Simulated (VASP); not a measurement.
# TlCl (Pm-3m) in VASP: single point with PBE

Aim: the single point of TlCl with PBE.

Everything below comes from runs of VASP 6.6.1. Logs are shortened: lines on timing, memory, paths and dates and some standing lists are left out, and cuts for length are marked.

**1. The structure**

The structure is cubic, space group Pm-3m (No. 221). Conventional cell: a = 3.897 Å, b = 3.897 Å, c = 3.897 Å, α = 90.00°, β = 90.00°, γ = 90.00°. Around Tl (site symmetry m-3m) lie 8 Cl at 3.37 Å. Cl (site symmetry m-3m) has 8 Tl at 3.37 Å as nearest neighbours.

**2. Single point, PBE**

Input file INCAR:

```
PREC = Accurate
ENCUT = 520
EDIFF = 1E-7
ISMEAR = -1
SIGMA = 0.1
LREAL = F
LASPH = T
NELM = 100
ALGO = Normal
ISIF = 2
LWAVE = F
LCHARG = F
GGA = PE
NBANDS = 17
```

Input file KPOINTS:

```
Automatic mesh
0
Gamma
  7 7 7
```

Input file POSCAR:

```
TlCl
1.0
    3.8968470000      0.0000000000      0.0000000000
    0.0000000000      3.8968470000      0.0000000000
    0.0000000000      0.0000000000      3.8968470000
Tl Cl
1 1
Direct
    0.0000000000      0.0000000000      0.0000000000
    0.5000000000      0.5000000000      0.5000000000
```

Potentials or basis: VASP PAW PBE potentials, release 64 (Tl_d, Cl).

Run with:

```bash
$ cat potpaw_PBE.64/Tl_d/POTCAR potpaw_PBE.64/Cl/POTCAR > POTCAR
$ mpirun -np 1 vasp_std > vasp.out
```

OUTCAR:

```text
PREC = Accurate
   ENCUT = 520
   EDIFF = 1E-7
   ISMEAR = -1
   LREAL = F
   LASPH = T
   NELM = 100
   ISIF = 2
   GGA = PE

 ion  position               nearest neighbor table
   1  0.000  0.000  0.000-   2 3.37   2 3.37   2 3.37   2 3.37   2 3.37   2 3.37   2 3.37   2 3.37

   2  0.500  0.500  0.500-   1 3.37   1 3.37   1 3.37   1 3.37   1 3.37   1 3.37   1 3.37   1 3.37

  LATTYP: Found a simple cubic cell.
 ALAT       =     3.8968470000

  Lattice vectors:

 A1 = (   3.8968470000,   0.0000000000,   0.0000000000)
 A2 = (   0.0000000000,   3.8968470000,   0.0000000000)
 A3 = (   0.0000000000,   0.0000000000,   3.8968470000)

Analysis of symmetry for initial positions (statically):
=====================================================================
 Subroutine PRICEL returns:
 Original cell was already a primitive cell.

 Routine SETGRP: Setting up the symmetry group for a
 simple cubic supercell.

 Subroutine GETGRP returns: Found 48 space group operations
 (whereof 48 operations were pure point group operations)
 out of a pool of 48 trial point group operations.

The static configuration has the point symmetry O_h .

Analysis of symmetry for dynamics (positions and initial velocities):
=====================================================================
 Subroutine PRICEL returns:
 Original cell was already a primitive cell.

 Routine SETGRP: Setting up the symmetry group for a
 simple cubic supercell.

 Subroutine GETGRP returns: Found 48 space group operations
 (whereof 48 operations were pure point group operations)
 out of a pool of 48 trial point group operations.

The dynamic configuration has the point symmetry O_h .

 Subroutine INISYM returns: Found 48 space group operations
 (whereof 48 operations are pure point group operations),
 and found     1 'primitive' translations

----------------------------------------------------------------------------------------

                                     Primitive cell

  volume of cell :      59.1752

  direct lattice vectors                    reciprocal lattice vectors
     3.896847000  0.000000000  0.000000000     0.256617722  0.000000000  0.000000000
     0.000000000  3.896847000  0.000000000     0.000000000  0.256617722  0.000000000
     0.000000000  0.000000000  3.896847000     0.000000000  0.000000000  0.256617722

  length of vectors
     3.896847000  3.896847000  3.896847000     0.256617722  0.256617722  0.256617722

  position of ions in fractional coordinates (direct lattice)
     0.000000000  0.000000000  0.000000000
     0.500000000  0.500000000  0.500000000

  ion indices of the primitive-cell ions
   primitive index   ion index
                 1           1
                 2           2

----------------------------------------------------------------------------------------

 KPOINTS: Automatic mesh

Automatic generation of k-mesh.
 Grid dimensions read from file:
 generate k-points for:    7    7    7

 Generating k-lattice:

  Cartesian coordinates                     Fractional coordinates (reciprocal lattice)
     0.036659675  0.000000000  0.000000000     0.142857143  0.000000000  0.000000000
     0.000000000  0.036659675  0.000000000     0.000000000  0.142857143  0.000000000
     0.000000000  0.000000000  0.036659675     0.000000000  0.000000000  0.142857143

  Length of vectors
     0.036659675  0.036659675  0.036659675

  Shift w.r.t. Gamma in fractional coordinates (k-lattice)
     0.000000000  0.000000000  0.000000000

 Subroutine IBZKPT returns following result:
 ===========================================

 Found     20 irreducible k-points:

 Following reciprocal coordinates:
            Coordinates               Weight
  0.000000  0.000000  0.000000      1.000000
  0.142857  0.000000  0.000000      6.000000
  0.285714  0.000000  0.000000      6.000000
  0.428571  0.000000  0.000000      6.000000
  0.142857  0.142857  0.000000     12.000000
  0.285714  0.142857  0.000000     24.000000
[... 12 lines left out ...]
  0.428571  0.428571  0.285714     24.000000
  0.428571  0.428571  0.428571      8.000000
   k-points           NKPTS =     20   k-points in BZ     NKDIM =     20   number of bands    NBANDS=     17
   number of dos      NEDOS =    301   number of ions     NIONS =      2
   total plane-waves  NPLWV =  27000
   dimension x,y,z NGX =    30 NGY =   30 NGZ =   30
   dimension x,y,z NGXF=    60 NGYF=   60 NGZF=   60
   ions per type =               1   1
   NGX,Y,Z   is equivalent  to a cutoff of  12.80, 12.80, 12.80 a.u.
   NGXF,Y,Z  is equivalent  to a cutoff of  25.60, 25.60, 25.60 a.u.
 SYSTEM =  unknown system
   PREC   = accura    normal or accurate (medium, high low for compatibility)
   ISTART =      0    job   : 0-new  1-cont  2-samecut
   ICHARG =      2    charge: 1-file 2-atom 10-const
   ISPIN  =      1    spin polarized calculation?
   LNONCOLLINEAR =      F non collinear calculations
   LSORBIT =      F    spin-orbit coupling
   LASPH  =      T    aspherical Exc in radial PAW
   ENCUT  =  520.0 eV  38.22 Ry    6.18 a.u.   7.25  7.25  7.25*2*pi/ulx,y,z
   NELM   =    100;   NELMIN=  2; NELMDL= -5     # of ELM steps
   EDIFF  = 0.1E-06   stopping-criterion for ELM
   LREAL  =      F    real-space projection
   EDIFFG = 0.1E-05   stopping-criterion for IOM
   NSW    =      0    number of steps for IOM
   IBRION =     -1    ionic relax: 0-MD 1-quasi-New 2-CG
   NFREE  =      0    steps in history (QN), initial steepest desc. (CG)
   ISIF   =      2    stress and relaxation
   ISYM   =      2    0-nonsym 1-usesym 2-fastsym
   POTIM  = 0.5000    time-step for ionic-motion
   TEBEG  =    0.0;   TEEND  =   0.0 temperature during run
   PSTRESS=    0.0 pullay stress
   NELECT =      20.0000    total number of electrons
   NUPDOWN=      -1.0000    fix difference up-down
   EMIN   =  10.00;   EMAX   =-10.00  energy-range for DOS
   EFERMI =   0.00;   METHOD = LEGACY
   ISMEAR =    -1;   SIGMA  =   0.10  broadening in eV -4-tet -1-fermi 0-gaus
   EFERMI_NEDOS =   21; number of points for ismear=-14 and -15
   IALGO  =     38    algorithm
   IMIX   =      4    mixing-type and parameters
     AMIX     =   0.40;   BMIX     =  1.00
     AMIX_MAG =   1.60;   BMIX_MAG =  1.00
  volume/ion in A,a.u.               =      29.59       199.67
  Fermi-wavevector in a.u.,A,eV,Ry     =   1.140350  2.154949 17.692989  1.300398
  Thomas-Fermi vector in A             =   2.277052
   LORBIT       =      0    0 simple, 1 ext, 2 COOP (PROOUT), +10 PAW based schemes
   GGA     = PE    functional components
   LHFCALC =     F    Hartree Fock is set to
   AEXX    =    0.0000 exact exchange contribution
   IVDW    =     0    specifies the selected vdW correction
   LEPSILON=     F    determine dielectric tensor
   LRPA    =     F    only Hartree local field effects (RPA)
 non-spin polarized calculation
  energy-cutoff  :      520.00
  volume of cell :       59.18
 maximum number of plane-waves:      1604
 NGX is ok and might be reduce to    30
   NGX = 15   NGY = 15   NGZ = 15

 number of electron      19.9999993 magnetization

 Free energy of the ion-electron system (eV)
  ---------------------------------------------------
  ext. energy  EPLUGINS =         0.00000000
  ---------------------------------------------------
  free energy    TOTEN  =        -6.01570903 eV

  energy without entropy =       -6.01570863  energy(sigma->0) =       -6.01570883

 E-fermi :   3.3887     XC(G=0):  -8.9021

 val. band max:        2.0382290513   @ k =   0.4286   0.0000   0.0000
 cond. band min:       4.6428230913   @ k =   0.4286   0.0000   0.0000
 fundamental gap:      2.6045940400
 Fermi energy:         3.3887068507

 k-point     1 :       0.0000    0.0000    0.0000
  band No.  band energies     occupation
      1     -11.3030      2.00000
      2      -7.6603      2.00000
      3      -7.6603      2.00000
      4      -7.4470      2.00000
      5      -7.4470      2.00000
      6      -7.4470      2.00000
[... 9 lines left out ...]
     16      14.2150      0.00000
     17      16.3590      0.00000

 k-point     2 :       0.1429    0.0000    0.0000
  band No.  band energies     occupation
      1     -11.2645      2.00000
      2      -7.6581      2.00000
      3      -7.6312      2.00000
      4      -7.4599      2.00000
      5      -7.4599      2.00000
      6      -7.4458      2.00000
[... 9 lines left out ...]
     16      15.2428      0.00000
     17      16.1536      0.00000

 k-point     3 :       0.2857    0.0000    0.0000
  band No.  band energies     occupation
      1     -11.1751      2.00000
      2      -7.6531      2.00000
      3      -7.5673      2.00000
      4      -7.4885      2.00000
      5      -7.4885      2.00000
      6      -7.4432      2.00000
[... 9 lines left out ...]
     16      14.9230      0.00000
     17      16.3563      0.00000

 k-point     4 :       0.4286    0.0000    0.0000
  band No.  band energies     occupation
      1     -11.1002      2.00000
      2      -7.6491      2.00000
      3      -7.5185      2.00000
      4      -7.5111      2.00000
      5      -7.5111      2.00000
      6      -7.4411      2.00000
[... 9 lines left out ...]
     16      15.1467      0.00000
     17      16.3632      0.00000

 k-point     5 :       0.1429    0.1429    0.0000
  band No.  band energies     occupation
      1     -11.2296      2.00000
      2      -7.6428      2.00000
      3      -7.6143      2.00000
      4      -7.4695      2.00000
      5      -7.4602      2.00000
      6      -7.4564      2.00000
[... 9 lines left out ...]
     16      14.6645      0.00000
     17      15.3398      0.00000

 k-point     6 :       0.2857    0.1429    0.0000
  band No.  band energies     occupation
      1     -11.1488      2.00000
      2      -7.6332      2.00000
      3      -7.5532      2.00000
      4      -7.4900      2.00000
      5      -7.4862      2.00000
      6      -7.4545      2.00000
[... 9 lines left out ...]
     16      14.5439      0.00000
     17      15.0371      0.00000

 k-point     7 :       0.4286    0.1429    0.0000
  band No.  band energies     occupation
      1     -11.0815      2.00000
      2      -7.6285      2.00000
      3      -7.5080      2.00000
      4      -7.5064      2.00000
      5      -7.5021      2.00000
      6      -7.4518      2.00000
[... 9 lines left out ...]
     16      15.2688      0.00000
     17      15.3142      0.00000

 k-point     8 :       0.2857    0.2857    0.0000
  band No.  band energies     occupation
      1     -11.0886      2.00000
      2      -7.6069      2.00000
      3      -7.5039      2.00000
      4      -7.4916      2.00000
      5      -7.4833      2.00000
      6      -7.4775      2.00000
[... 9 lines left out ...]
     16      14.2540      0.00000
     17      14.7121      0.00000
[... 123 lines left out ...]
      1     -11.0144      2.00000
      2      -7.5630      2.00000
      3      -7.5310      2.00000
      4      -7.4946      2.00000
      5      -7.4773      2.00000
      6      -7.4515      2.00000
[... 9 lines left out ...]
     16      13.9486      0.00000
     17      15.9502      0.00000

 k-point    16 :       0.4286    0.4286    0.1429
  band No.  band energies     occupation
      1     -10.9763      2.00000
      2      -7.5450      2.00000
      3      -7.5217      2.00000
      4      -7.5135      2.00000
      5      -7.4858      2.00000
      6      -7.4063      2.00000
[... 9 lines left out ...]
     16      13.8485      0.00000
     17      15.8177      0.00000

 k-point    17 :       0.2857    0.2857    0.2857
  band No.  band energies     occupation
      1     -11.0051      2.00000
      2      -7.5325      2.00000
      3      -7.5325      2.00000
      4      -7.4970      2.00000
      5      -7.4970      2.00000
      6      -7.4732      2.00000
[... 9 lines left out ...]
     16      13.4596      0.00000
     17      17.3279      0.00000

 k-point    18 :       0.4286    0.2857    0.2857
  band No.  band energies     occupation
      1     -10.9572      2.00000
      2      -7.5603      2.00000
      3      -7.5301      2.00000
      4      -7.4953      2.00000
      5      -7.4914      2.00000
      6      -7.4387      2.00000
[... 9 lines left out ...]
     16      13.9323      0.00000
     17      17.6643      0.00000

 k-point    19 :       0.4286    0.4286    0.2857
  band No.  band energies     occupation
      1     -10.9101      2.00000
      2      -7.5655      2.00000
      3      -7.5555      2.00000
      4      -7.5239      2.00000
      5      -7.4661      2.00000
      6      -7.4045      2.00000
[... 9 lines left out ...]
     16      14.1810      0.00000
     17      18.1730      0.00000

 k-point    20 :       0.4286    0.4286    0.4286
  band No.  band energies     occupation
      1     -10.8548      2.00000
      2      -7.5883      2.00000
      3      -7.5883      2.00000
      4      -7.5685      2.00000
      5      -7.4031      2.00000
      6      -7.4031      2.00000
[... 9 lines left out ...]
     16      14.4766      0.00000
     17      19.2242      0.00000

------------------------ aborting loop because EDIFF is reached ----------------------------------------

  FORCE on cell =-STRESS in cart. coord.  units (eV):
  Direction    XX          YY          ZZ          XY          YZ          ZX
  --------------------------------------------------------------------------------------
  -------------------------------------------------------------------------------------
  Total       -0.0079425     -0.0079425     -0.0079425     -0.0000000      0.0000000     -0.0000000
  in kB       -0.2150454     -0.2150454     -0.2150454     -0.0000000      0.0000000     -0.0000000
  external PRESSURE =      -0.2150454 kB  Pullay stress =       0.0000000 kB

 VOLUME and BASIS-vectors are now :
 -----------------------------------------------------------------------------
  energy-cutoff  :      520.00
  volume of cell :       59.18
      direct lattice vectors                 reciprocal lattice vectors
     3.896847000  0.000000000  0.000000000     0.256617722  0.000000000  0.000000000
     0.000000000  3.896847000  0.000000000     0.000000000  0.256617722  0.000000000
     0.000000000  0.000000000  3.896847000     0.000000000  0.000000000  0.256617722

 POSITION                                       TOTAL-FORCE (eV/Angst)
 -----------------------------------------------------------------------------------
      0.00000      0.00000      0.00000         0.000000      0.000000      0.000000
      1.94842      1.94842      1.94842         0.000000      0.000000      0.000000
 -----------------------------------------------------------------------------------
    total drift:                                0.000000      0.000000     -0.000000

  FREE ENERGIE OF THE ION-ELECTRON SYSTEM (eV)
  ---------------------------------------------------
  free  energy   TOTEN  =        -6.0157090337 eV

  energy  without entropy=       -6.0157086336  energy(sigma->0) =       -6.01570883
```

It took 16 s on 1 thread of Intel Xeon Platinum 8259CL at 2.50GHz (Skylake/Cascade Lake), shared host; peak memory 0.17 GiB.

Results:

* Free energy: -6.0157 eV
* Pressure: 0.0 GPa
* Band gap on the k mesh: 2.60 eV, direct

Caveat: spin-orbit coupling is left out, which as a rule narrows the gap of such compounds by several tenths of an eV; an odd mesh through Γ misses points on the zone boundary, where band edges often lie.
